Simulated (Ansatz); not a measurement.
## Zone-centre phonons of ZrS$_{2}$ at 12 GPa: input and output

Theory: DFT PBE+D3(BJ), scalar-relativistic, plane waves, PAW in Ansatz 0.2.0.

Launched with:
```bash
ansatz run input.yaml --threads 1 --pin off --max-ram 3072MiB --backend cpu --events-out ev --progress --plain --runs-dir out
```

Input (bare energies are in eV):
```yaml
crystal:
  lattice:
    - [3.4639878992, 0.0, 0.0]
    - [-1.7319939496, 2.9999015191, 0.0]
    - [0.0, 0.0, 5.246289373]
  atoms:
    - { symbol: Zr, position: [0.0, 0.0, 0.0] }
    - { symbol: S, position: [0.3333333333, 0.6666666667, 0.2854004613] }
    - { symbol: S, position: [0.6666666667, 0.3333333333, 0.7145995387] }
basis:
  ecutwfc: 420
kpoints:
  mp_grid: { grid: [12, 12, 8] }
hamiltonian:
  xc: pbe
  dispersion: d3bj
scf:
  occupations: { method: fermi_dirac, width: 0.15 }
output:
  eigenvalues: true
phonons:
  method: dfpt
  eigenvectors: true
```

Results section of the output:
```
--- Phonons (Γ-DFPT): 4 representative perturbations + reference, on 320 of 1152 k-points (Σ response iterations 12) ---
  k mesh reduced under 2 symmetry operations, with k and −k counted as one. Each operation leaves every solved perturbation unchanged. A smaller set is not used because it would not reduce the number of displacements ...
  ASR residual: 2.475e-4 → 0.000e0 eV/Å²; symmetrization residual: 3.557e-6 eV/Å²
  pairwise dispersion correction: d3bj (s6 = 1.0, s8 = 0.7875, a1 = 0.4289, a2_bohr = 4.4407), with the weights of each atom's references fixed at the reference crystal's, and the forces and stress that the weights' published response gives ...
  ASR residual per site (eV/Å²): 2.48e-4 2.55e-5 2.55e-5
  Γ frequencies (cm⁻¹): 0.00 0.00 0.00 199.11 199.11 267.56 267.56 368.72 376.53
  non-analytic LO–TO correction: not included (Born effective charges unavailable; polar crystals: no LO–TO splitting at Γ)
```

It took 100 s on 1 thread of Intel(R) Xeon(R) Platinum 8259CL CPU @ 2.50GHz (Skylake/Cascade Lake) (shared host), peak memory 1.2 GiB.

In a metal, frequencies and elastic constants depend on the k mesh and the smearing, soft modes and shear constants most. A semilocal functional can close a gap that the real compound has.